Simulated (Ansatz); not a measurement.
# CsCl: the cost of one run

Computed with Ansatz 0.2.0 (DFT LDA, frozen-core PAW, scalar-relativistic unless said, unless a step's input says otherwise).

2 further runs of the same task are left out: 2 set aside as unsound or not needed.

### Step 1. The structure to begin with

Symmetry: Pm-3m, No. 221, cubic system. The conventional cell has a = 4.123 Å, b = 4.123 Å, c = 4.123 Å, α = 90.00°, β = 90.00°, γ = 90.00°. Around Cs (site symmetry m-3m) lie 8 Cl at 3.57 Å. Cl (site symmetry m-3m) has 8 Cs at 3.57 Å as nearest neighbours.

Coordinates:

```xyz
2
Lattice="4.1230 0.0000 0.0000 0.0000 4.1230 0.0000 0.0000 0.0000 4.1230" Properties=species:S:1:pos:R:3 pbc="T T T"
Cs    0.0000    0.0000    0.0000
Cl    2.0615    2.0615    2.0615
```

Cartesian axes are those of the input's lattice vectors. The structure goes back to a database entry.

### Step 2. Cell and atoms relaxed, PAW

input.yaml reads:

```yaml
crystal:
  lattice:
    - [4.123, 0.0, 0.0]
    - [0.0, 4.123, 0.0]
    - [0.0, 0.0, 4.123]
  atoms:
    - { symbol: Cs, position: [0.0, 0.0, 0.0] }
    - { symbol: Cl, position: [0.5, 0.5, 0.5] }
kpoints:
  mp_grid: { grid: [10, 10, 10] }
scf:
  occupations: { method: fermi_dirac, width: 0.05 }
hamiltonian:
  xc: lda
  pseudopotentials: { kind: paw }
relax:
  f_tol: 0.002
  max_steps: 80
  cell: {}
output:
  forces: true
  stress: true
```

The run is started by

```
$ ansatz run input.yaml --threads 1 --pin off --max-ram 3072MiB --backend cpu --events-out ev --progress --plain --runs-dir out
```

Q: Estimate wall time and peak memory on 1 thread of Intel Xeon 6975P-C (Granite Rapids), shared host.

About 5.6 s, with a peak of 0.42 GiB.
